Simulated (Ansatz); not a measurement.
Runs of Ansatz 0.2.0 on SnTe. The structure is cubic, space group F-43m (No. 216). Conventional cell: a = 7.222 Å, b = 7.222 Å, c = 7.222 Å, α = 90.00°, β = 90.00°, γ = 90.00°. Te (site symmetry -43m) has 4 Sn at 3.13 Å as nearest neighbours. Sn (site symmetry -43m) is surrounded by 4 Te at 3.13 Å. Measurements of this composition are mostly on another form, of space group No. 225.

```tsv
task	level	k mesh	cutoff (eV)	points for each segment of the path	mesh quality	gap on the mesh (eV)	pressure (GPa)	V0 of scaled cells (Å³/atom)	B0 (GPa)
equation of state	PBE0	4 × 4 × 4	420	-	coarse	-	-	(a)	27
band structure	r2SCAN	7 × 7 × 7	500	14	not flagged	0.40	-0.6	-	-
band structure	LDA	7 × 7 × 7	420	14	not flagged	-	(b)	-	-
equation of state	r2SCAN	7 × 7 × 7	500	-	not flagged	-	-	46.02	26
band structure	PBEsol	7 × 7 × 7	420	14	not flagged	0.29	-1.4	-	-
```

Alike in all rows: potentials or basis Ansatz PAW; no spin polarisation; cell as given; smearing fermi-dirac 0.05 eV.

Q: Estimate the missing entries.

A: (a) 46.04; (b) -2.2.

Caveats: some runs use coarse meshes; spin-orbit coupling is left out, which moves the levels of the heavy elements (some runs); the PAW data sets come from PBE, with cores solved anew for the run's functional, which leaves a small shift of forces and pressure (some runs); the PAW data sets were made with another functional, which shifts forces and pressure a little (some runs); the k mesh misses the band edges, so the gap on the mesh is wider than the one along the path (some runs).

A k mesh can miss the band edges, and the runs leave out spin-orbit coupling on Sn, Te.

Runs at the PBE level aren't shown here.
